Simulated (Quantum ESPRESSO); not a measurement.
# Al2Pt (Fm-3m) in Quantum ESPRESSO: notebook, part 2 of 2

Quantum ESPRESSO 7.5. The steps go on from the part before.

## 4. Single point, LDA, 16.51 Å³/atom

Input file pw.in:

```
&CONTROL
  calculation = 'scf'
  prefix = 'pwscf'
  outdir = './tmp'
  pseudo_dir = './pseudo'
  tprnfor = .true.
  tstress = .true.
  disk_io = 'nowf'
/
&SYSTEM
  ibrav = 0
  nat = 3
  ntyp = 2
  ecutwfc = 45
  ecutrho = 360
  nbnd = 18
  occupations = 'smearing'
  smearing = 'fd'
  degauss = 0.00367493
/
&ELECTRONS
  conv_thr = 6d-10
  electron_maxstep = 120
  mixing_beta = 0.5
/
ATOMIC_SPECIES
Pt   195.0840 pt_lda_v1.4.uspp.F.UPF
Al    26.9815 al_lda_v1.uspp.F.UPF
CELL_PARAMETERS angstrom
   0.0000000000    2.9150626719    2.9150626719
   2.9150626719    0.0000000000    2.9150626719
   2.9150626719    2.9150626719    0.0000000000
ATOMIC_POSITIONS crystal
Pt     0.0000000000    0.0000000000    0.0000000000
Al     0.7500000000    0.7500000000    0.7500000000
Al     0.2500000000    0.2500000000    0.2500000000
K_POINTS automatic
8 8 8 0 0 0
```

On the command line:

```bash
$ OMP_NUM_THREADS=1 mpirun -n 2 pw.x -nk 2 -in pw.in > pw.out
```

Wall time 13 s (2 MPI ranks of Arm Neoverse V1, shared host); peak memory 0.26 GiB.

It converged, with:

```yaml
Free_energy: -3051.6377 eV
Pressure: 1.6 GPa
Band_gap_on_the_k_mesh: none (metal or under the smearing width)
```

## 5. Single point, LDA, 16.86 Å³/atom

Changes to pw.in since step 4:

```diff
@@ -29,5 +29,5 @@
 CELL_PARAMETERS angstrom
-   0.0000000000    2.9150626719    2.9150626719
-   2.9150626719    0.0000000000    2.9150626719
-   2.9150626719    2.9150626719    0.0000000000
+   0.0000000000    2.9351671877    2.9351671877
+   2.9351671877    0.0000000000    2.9351671877
+   2.9351671877    2.9351671877    0.0000000000
 ATOMIC_POSITIONS crystal
```

On the command line:

```bash
$ OMP_NUM_THREADS=1 mpirun -n 2 pw.x -nk 2 -in pw.in > pw.out
```

Run time: 12 s. Hardware: 2 MPI ranks of Arm Neoverse V1, shared host; peak memory 0.28 GiB.

It converged, with:

```
Free energy            : -3051.6393 eV
Pressure               : -1.4 GPa
Band gap on the k mesh : none (metal or under the smearing width)
```

## 6. Single point, LDA, 17.20 Å³/atom

Changes to pw.in since step 5:

```diff
@@ -29,5 +29,5 @@
 CELL_PARAMETERS angstrom
-   0.0000000000    2.9351671877    2.9351671877
-   2.9351671877    0.0000000000    2.9351671877
-   2.9351671877    2.9351671877    0.0000000000
+   0.0000000000    2.9550000000    2.9550000000
+   2.9550000000    0.0000000000    2.9550000000
+   2.9550000000    2.9550000000    0.0000000000
 ATOMIC_POSITIONS crystal
```

Potentials or basis: GBRV 1.5 LDA.

On the command line:

```bash
$ OMP_NUM_THREADS=1 mpirun -n 2 pw.x -nk 2 -in pw.in > pw.out
```

It took 13 s on 2 MPI ranks of Arm Neoverse V1, shared host; peak memory 0.28 GiB.

The run converged. Its results:

- Free energy: -3051.6228 eV
- Pressure: -4.1 GPa
- Band gap on the k mesh: none (metal or under the smearing width)

## 7. Single point, LDA, 17.55 Å³/atom

Changes to pw.in since step 6:

```diff
@@ -29,5 +29,5 @@
 CELL_PARAMETERS angstrom
-   0.0000000000    2.9550000000    2.9550000000
-   2.9550000000    0.0000000000    2.9550000000
-   2.9550000000    2.9550000000    0.0000000000
+   0.0000000000    2.9745701068    2.9745701068
+   2.9745701068    0.0000000000    2.9745701068
+   2.9745701068    2.9745701068    0.0000000000
 ATOMIC_POSITIONS crystal
```

On the command line:

```bash
$ OMP_NUM_THREADS=1 mpirun -n 2 pw.x -nk 2 -in pw.in > pw.out
```

It took 12 s on 2 MPI ranks of Arm Neoverse V1, shared host; peak memory 0.28 GiB.

Results (log left out):

* Free energy: -3051.5894 eV
* Pressure: -6.5 GPa
* Band gap on the k mesh: none (metal or under the smearing width)

## 8. Single point, LDA, 17.89 Å³/atom

Changes to pw.in since step 7:

```diff
@@ -29,5 +29,5 @@
 CELL_PARAMETERS angstrom
-   0.0000000000    2.9745701068    2.9745701068
-   2.9745701068    0.0000000000    2.9745701068
-   2.9745701068    2.9745701068    0.0000000000
+   0.0000000000    2.9938860383    2.9938860383
+   2.9938860383    0.0000000000    2.9938860383
+   2.9938860383    2.9938860383    0.0000000000
 ATOMIC_POSITIONS crystal
```

On the command line:

```bash
$ OMP_NUM_THREADS=1 mpirun -n 2 pw.x -nk 2 -in pw.in > pw.out
```

It took 12 s on 2 MPI ranks of Arm Neoverse V1, shared host; peak memory 0.28 GiB.

Results (log left out):

* Free energy: -3051.5416 eV
* Pressure: -8.7 GPa
* Band gap on the k mesh: none (metal or under the smearing width)

## 9. Single point, LDA, 18.23 Å³/atom

Changes to pw.in since step 8:

```diff
@@ -29,5 +29,5 @@
 CELL_PARAMETERS angstrom
-   0.0000000000    2.9938860383    2.9938860383
-   2.9938860383    0.0000000000    2.9938860383
-   2.9938860383    2.9938860383    0.0000000000
+   0.0000000000    3.0129558903    3.0129558903
+   3.0129558903    0.0000000000    3.0129558903
+   3.0129558903    3.0129558903    0.0000000000
 ATOMIC_POSITIONS crystal
```

Potentials or basis: GBRV 1.5 LDA.

On the command line:

```bash
$ OMP_NUM_THREADS=1 mpirun -n 2 pw.x -nk 2 -in pw.in > pw.out
```

Wall time 13 s (2 MPI ranks of Arm Neoverse V1, shared host); peak memory 0.3 GiB.

It converged, with:

```
Free energy            : -3051.4805 eV
Pressure               : -10.6 GPa
Band gap on the k mesh : none (metal or under the smearing width)
```

## 10. Equation of state, LDA

This step only gathers the single runs of the series.

Results:

```
Equilibrium volume                      : 16.71 Å³/atom
Bulk modulus                            : 146 GPa
Pressure derivative of the bulk modulus : 4.5
```

Energy against volume, from the lowest point:
| volume (Å³/atom) | energy (meV/atom) |
| --- | --- |
| 16.170 | 7.98 |
| 16.514 | 0.54 |
| 16.858 | 0.00 |
| 17.202 | 5.51 |
| 17.546 | 16.65 |
| 17.890 | 32.59 |
| 18.234 | 52.93 |

## 11. The reference run

An earlier run on the cell as given: functional PBEsol; potentials or basis GBRV 1.5 PBEsol; cutoff 612 eV; density cutoff 4898 eV; k mesh 8 × 8 × 8; occupations fermi-dirac, width 0.05 eV; no spin polarisation.

- Pressure: -1.2 GPa
- Band gap on the k mesh: none (metal or under the smearing width)

## 12. The runs side by side

| task | level | potentials or basis | form of the LDA correlation | gap on the mesh (eV) | pressure (GPa) |
| --- | --- | --- | --- | --- | --- |
| band structure | PBEsol | GBRV 1.5 PBEsol | - | none | -1.2 |
| equation of state | LDA | GBRV 1.5 LDA | PZ81 | - | - |
| single point | PBEsol | GBRV 1.5 PBEsol | - | none | -1.2 |

Alike in all rows: no spin polarisation; cell as given; k mesh 8 × 8 × 8; cutoff (eV) 612; smearing fermi-dirac 0.05 eV.

Caveats: spin-orbit coupling is left out, which moves the levels of the heavy elements (some runs).

Absolute energies hang on the potentials; compare differences alone.
